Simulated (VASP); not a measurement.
Input of a VASP 6.6.1 run:

File POSCAR:

```
Bi2Te3
1.0
    2.1930000000      1.2661291403     10.1656666667
   -2.1930000000      1.2661291403     10.1656666667
    0.0000000000     -2.5322582807     10.1656666667
Bi Te
2 3
Direct
    0.6000000000      0.6000000000      0.6000000000
    0.4000000000      0.4000000000      0.4000000000
    0.7905000000      0.7905000000      0.7905000000
    0.2095000000      0.2095000000      0.2095000000
    0.0000000000      0.0000000000      0.0000000000
```

The input INCAR.step1:

```
PREC = Accurate
ENCUT = 520
EDIFF = 1E-6
ISMEAR = -1
SIGMA = 0.05
LREAL = F
LASPH = T
NELM = 60
ALGO = Normal
ISIF = 2
LWAVE = F
LCHARG = T
GGA = PE
NBANDS = 32
```

KPOINTS.step1

```
Automatic mesh
0
Gamma
  7 7 7
```

Contents of INCAR.step2:

```
PREC = Accurate
ENCUT = 520
EDIFF = 1E-6
ISMEAR = 0
SIGMA = 0.05
LREAL = F
LASPH = T
NELM = 60
ALGO = Normal
ISIF = 2
LWAVE = F
LCHARG = F
GGA = PE
NBANDS = 32
ICHARG = 11
```

The input KPOINTS.step2:

```
path GLB1,BZGX,QFP1Z,LP
15
line-mode
reciprocal
 0.0000000000  0.0000000000  0.0000000000  G
 0.5000000000  0.0000000000  0.0000000000  L

 0.5000000000  0.0000000000  0.0000000000  L
 0.5000000000  0.1770083925 -0.1770083925  B1

 0.8229916075  0.5000000000  0.1770083925  B
 0.5000000000  0.5000000000  0.5000000000  Z

 0.5000000000  0.5000000000  0.5000000000  Z
 0.0000000000  0.0000000000  0.0000000000  G

 0.0000000000  0.0000000000  0.0000000000  G
 0.3385041962  0.0000000000 -0.3385041962  X

 0.6614958038  0.3385041962  0.0000000000  Q
 0.5000000000  0.5000000000  0.0000000000  F

 0.5000000000  0.5000000000  0.0000000000  F
 0.6614958038  0.6614958038  0.1770083925  P1

 0.6614958038  0.6614958038  0.1770083925  P1
 0.5000000000  0.5000000000  0.5000000000  Z

 0.5000000000  0.0000000000  0.0000000000  L
 0.8229916075  0.3385041962  0.3385041962  P
```

Potentials or basis: VASP PAW PBE potentials, release 64 (Bi_d, Te).

Command:

```console
$ cat potpaw_PBE.64/Bi_d/POTCAR potpaw_PBE.64/Te/POTCAR > POTCAR
$ cp INCAR.step1 INCAR
$ cp KPOINTS.step1 KPOINTS
$ mpirun -np 1 vasp_std > vasp.out
$ cp INCAR.step2 INCAR
$ cp KPOINTS.step2 KPOINTS
$ mpirun -np 1 vasp_std > vasp.out
```

Task: What does it give for the band gap along the path?

Result: 0.28 eV, direct.

Task: Estimate the band gap on the k mesh.

Result: 0.28 eV, direct.

Levels at the corners of the path, in eV from the valence-band top:
```csv
point,band 20,band 21,band 22,band 23,band 24,band 25,band 26,band 27,band 28,band 29
Γ,-1.71,-1.71,-0.88,-0.88,0.00,0.28,0.64,0.64,1.96,2.10
L,-3.16,-2.92,-2.42,-0.93,-0.51,0.56,1.05,2.74,2.77,3.32
L,-3.16,-2.92,-2.42,-0.93,-0.51,0.56,1.05,2.74,2.77,3.32
B1,-3.46,-2.57,-1.96,-0.98,-0.79,1.19,1.45,2.52,3.23,4.19
B,-3.46,-2.57,-1.96,-0.98,-0.79,1.19,1.45,2.52,3.23,4.19
Z,-1.42,-1.42,-1.17,-1.17,-0.44,0.83,1.13,1.13,1.64,1.64
Z,-1.42,-1.42,-1.17,-1.17,-0.44,0.83,1.13,1.13,1.64,1.64
Γ,-1.71,-1.71,-0.88,-0.88,0.00,0.28,0.64,0.64,1.96,2.10
Γ,-1.71,-1.71,-0.88,-0.88,0.00,0.28,0.64,0.64,1.96,2.10
X,-3.07,-2.98,-1.63,-1.39,-0.66,1.07,2.00,2.05,3.62,3.79
Q,-3.07,-2.98,-1.63,-1.39,-0.66,1.07,2.00,2.05,3.62,3.79
F,-2.36,-2.00,-1.82,-1.56,-0.97,0.85,1.51,2.05,2.64,2.72
F,-2.36,-2.00,-1.82,-1.56,-0.97,0.85,1.51,2.05,2.64,2.72
P1,-2.52,-2.47,-1.37,-1.32,-1.24,1.17,1.30,1.68,2.59,3.07
P1,-2.52,-2.47,-1.37,-1.32,-1.24,1.17,1.30,1.68,2.59,3.07
Z,-1.42,-1.42,-1.17,-1.17,-0.44,0.83,1.13,1.13,1.64,1.64
L,-3.16,-2.92,-2.42,-0.93,-0.51,0.56,1.05,2.74,2.77,3.32
P,-2.52,-2.47,-1.37,-1.32,-1.24,1.17,1.30,1.68,2.59,3.07
```

Caveat: the log is that of the step along the path at fixed density, whose energy, stress, charges and moments have no meaning; spin-orbit coupling is left out, which as a rule narrows the gap of such compounds by several tenths of an eV.

**Measured values to compare with.**

“Vacancy and Antisite-Induced Ferromagnetism in Liquid-Phase Exfoliated Bi2Te3”, 2024, arxiv:2412.10539 quotes, for a bulk crystal of Bi2Te3: band gap 0.17 eV.

A measured gap of Bi2Te3 is 0.17 eV (quoted in “Vacancy and Antisite-Induced Ferromagnetism in Liquid-Phase Exfoliated Bi2Te3”, 2024, arxiv:2412.10539); the calculated 0.28 eV misses it by +0.11 eV. Spin-orbit coupling on Bi, Te is left out. The value is that of PBE, without temperature or zero-point motion.
